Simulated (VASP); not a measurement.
Runs of VASP 6.6.1 on Ga2O3. The structure is monoclinic, space group C2/m (No. 12). Conventional cell: a = 12.214 Å, b = 3.037 Å, c = 5.798 Å, α = 90.00°, β = 103.83°, γ = 90.00°. Around Ga (site symmetry m) lie 6 O at 1.94 to 2.07 Å. Ga (site symmetry m) has 4 O at 1.83 to 1.86 Å as nearest neighbours. O (site symmetry m) is surrounded by 3 Ga at 1.83 to 1.94 Å. Around O (site symmetry m) lie 4 Ga at 1.86 to 2.07 Å. O (site symmetry m) has 3 Ga at 1.83 to 1.94 Å as nearest neighbours. 

| task | potentials or basis | cell | cutoff (eV) | smearing | gap on the mesh (eV) | pressure (GPa) | largest force (eV/Å) |
| --- | --- | --- | --- | --- | --- | --- | --- |
| relaxation of cell and atoms | VASP PAW PBE potentials, release 64 (Ga, O) | relaxed | 580 | fermi-dirac 0.05 eV | (a) | 0.0 | 0.01 |
| band structure | VASP PAW PBE potentials, release 64 (Ga, O) | as given | 500 | fermi-dirac 0.05 eV | 2.46 | - | - |
| band structure | VASP PAW PBE potentials, release 64 (Ga_d, O) | as given | 520 | fermi-dirac 0.05 eV | 2.42 | - | - |
| single point | VASP PAW PBE potentials, release 64 (Ga_d, O) | as given | 520 | gaussian 0.015 eV | 2.42 | 10.2 | 0.24 |

Alike in all rows: level PBE; no spin polarisation; k mesh 9 × 9 × 5.

Problem. Fill in the values left out.

Solution. (a) 1.83.

Caveats: an odd mesh through Γ misses points on the zone boundary, where band edges often lie (some runs).

A k mesh can miss the band edges, and the runs leave out spin-orbit coupling on Ga.

The runs don't all hold the same shells in valence.
